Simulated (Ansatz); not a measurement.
**GaAs: what changed settings do**

All trials start from this Ansatz input:

```yaml
crystal:
  lattice:
    - [0.0, 2.8750910496, 2.8750910496]
    - [2.8750910496, 0.0, 2.8750910496]
    - [2.8750910496, 2.8750910496, 0.0]
  atoms:
    - { symbol: Ga, position: [0.0, 0.0, 0.0] }
    - { symbol: As, position: [0.25, 0.25, 0.25] }
basis:
  ecutwfc: 420
kpoints:
  mp_grid: { grid: [4, 4, 4] }
hamiltonian:
  xc: pbe
scf:
  occupations: { method: gaussian, width: 0.1 }
output:
  forces: true
  stress: true
  eigenvalues: true
```

Command:

```bash
ansatz run input.yaml --threads 1 --pin off --max-ram 1331MiB --backend cpu --events-out ev --progress --plain --runs-dir out
```

The run converges in 6 SCF iterations on 8 irreducible k-points: pressure 0.24 GPa.

The inputs are trials, many of them unsound on purpose. Their numbers show the effect of the settings and aren't properties of the material. Each trial's input is given as a difference from the reference's; energies are extrapolated to zero smearing where there is one, and pressure is positive in compression.

Question: Trial 1 (volume scaled):

```diff
 crystal:
   lattice:
-    - [0.0, 2.8750910496, 2.8750910496]
-    - [2.8750910496, 0.0, 2.8750910496]
-    - [2.8750910496, 2.8750910496, 0.0]
+    - [0.0, 3.0381714042, 3.0381714042]
+    - [3.0381714042, 0.0, 3.0381714042]
+    - [3.0381714042, 3.0381714042, 0.0]
```

What does the program give?

Answer: The run converges in 6 SCF iterations on 8 irreducible k-points: energy 91.4 meV per atom above the reference, pressure -6.31 GPa, no gap.

Question: Trial 2:

```diff
 basis:
-  ecutwfc: 420
+  ecutwfc: 460
 hamiltonian:
+  pseudopotentials: { kind: nc }
 scf:
-  occupations: { method: gaussian, width: 0.1 }
+  occupations: { method: fermi_dirac, width: "0.02 Ry" }
+  convergence: { dr2_threshold: "1e-3 eV" }
```

How does this run end?

Answer: The run converges in 6 SCF iterations on 8 irreducible k-points: pressure -6.49 GPa (unreliable at so low a cutoff), no gap. It warns that the cutoff lies under the recommended one, 1143 eV for these potentials; that the SCF threshold is loose for the forces; that not every printed level is settled; that the SCF threshold is loose for the stress.

Question: Trial 3:

```diff
 basis:
-  ecutwfc: 420
+  ecutwfc: "13 Ha"
```

How does this run end?

Answer: The run converges in 6 SCF iterations on 8 irreducible k-points: energy 4.81 meV per atom above the reference, pressure 0.29 GPa. It warns that the cutoff lies under the recommended one, 420 eV for these potentials.

Question: Trial 4:

```diff
 basis:
-  ecutwfc: 420
+  ecutwfc: "25 Ry"
 kpoints:
-  mp_grid: { grid: [4, 4, 4] }
+  mp_grid: { grid: [2, 4, 1], shift: [0.5, 0.5, 0.5] }
```

What happens?

Answer: The run converges in 7 SCF iterations on 2 irreducible k-points: energy 1.29 eV per atom below the reference, pressure -9.06 GPa, largest force 0.096 eV/Å, gap on the sampled k-points 4.56 eV. It warns that the cutoff lies under the recommended one, 420 eV for these potentials; that the mesh lowers the symmetry.

Question: Trial 5:

```diff
 hamiltonian:
-  xc: pbe
+  xc: pbesol
+  hubbard: { sites: [{ species: Ga, l: d, u_eff: 3.8 }] }
```

What does the program give?

Answer: The run converges in 7 SCF iterations on 8 irreducible k-points: pressure -2.27 GPa. Under a U the state reached may not be the lowest.

Question: Trial 6 (volume scaled):

```diff
 crystal:
   lattice:
-    - [0.0, 2.8750910496, 2.8750910496]
-    - [2.8750910496, 0.0, 2.8750910496]
-    - [2.8750910496, 2.8750910496, 0.0]
+    - [0.0, 3.2239723382, 3.2239723382]
+    - [3.2239723382, 0.0, 3.2239723382]
+    - [3.2239723382, 3.2239723382, 0.0]
 basis:
+  precision: f64
 scf:
-  occupations: { method: gaussian, width: 0.1 }
+  occupations: { method: fixed, width: 0.1 }
+  max_iter: 73
```

What does the program give?

Answer: The run converges in 6 SCF iterations on 8 irreducible k-points: energy 362 meV per atom above the reference, pressure -8.82 GPa, no gap. It warns that the smearing width isn't read.

Question: Trial 7:

```diff
 scf:
-  occupations: { method: gaussian, width: 0.1 }
+  occupations: { method: fermi_dirac, width: "3000 K" }
```

What happens?

Answer: The run converges in 6 SCF iterations on 8 irreducible k-points: energy 2.69 meV per atom above the reference, pressure 0.73 GPa, no gap.

Question: Trial 8:

```diff
 kpoints:
+  band_path: { path: [[0, 0, 0], [0.5, 0, 0], [0.5, 0.5, 0.5]], npoints: 8 }
 scf:
-  occupations: { method: gaussian, width: 0.1 }
+  occupations: { method: cold, width: 0.16 }
```

What does the program give?

Answer: The run converges in 6 SCF iterations on 8 irreducible k-points: energy 0.24 meV per atom above the reference, pressure 0.26 GPa, gap on the sampled k-points 0.13 eV.

Question: Trial 9:

```diff
 basis:
-  ecutwfc: 420
+  ecutwfc: 260
 scf:
+  convergence: { dr2_threshold: "1e-8 eV" }
```

What happens?

Answer: The run converges in 8 SCF iterations on 8 irreducible k-points: energy 644 meV per atom above the reference, pressure 0.01 GPa. It warns that the cutoff lies under the recommended one, 420 eV for these potentials; that the SCF threshold is loose for the stress.

Question: Trial 10:

```diff
 crystal:
+  symmetry: { detect: true }
 basis:
-  ecutwfc: 420
+  ecutwfc: "31 Ry"
```

What happens?

Answer: The run converges in 6 SCF iterations on 8 irreducible k-points: energy 0.03 meV per atom below the reference, pressure 0.24 GPa.

Question: Trial 11:

```diff
 kpoints:
-  mp_grid: { grid: [4, 4, 4] }
+  mp_grid: { grid: [2, 2, 2] }
 scf:
+  eigensolver: { mixed_precision: false }
+  convergence: { dr2_threshold: "1e-4 eV" }
+  max_iter: 94
```

What happens?

Answer: The run converges in 7 SCF iterations on 3 irreducible k-points: energy 1.09 eV per atom above the reference, pressure 7.85 GPa. It warns that the SCF threshold is loose for the forces; that the SCF threshold is loose for the stress.

Question: Trial 12:

```diff
-basis:
-  ecutwfc: 420
+basis: {}
 kpoints:
-  mp_grid: { grid: [4, 4, 4] }
+  mp_grid: { kspacing: 1.2 }
+  band_path: { path: [[0, 0, 0], [0.5, 0, 0], [0.5, 0.5, 0.5]], npoints: 4 }
 hamiltonian:
-  xc: pbe
+  xc: pbesol
+  hubbard: { sites: [{ species: Ga, l: d, u_eff: 4.5 }] }
 scf:
-  occupations: { method: gaussian, width: 0.1 }
+  occupations: { method: fermi_dirac, width: 0.021 }
+  n_extra_bands: 1
+  mixing: { beta: 0.058, ndim: 12, preconditioner: local_kerker }
+  initial_density: { chi_scale: 0, normalization: atom }
+  eigensolver: { kind: davidson }
+  max_iter: 20
```

How does this run end?

Answer: The run converges in 10 SCF iterations on 3 irreducible k-points: pressure 6.21 GPa, no gap. It warns that the count of filled bands differs between k-points.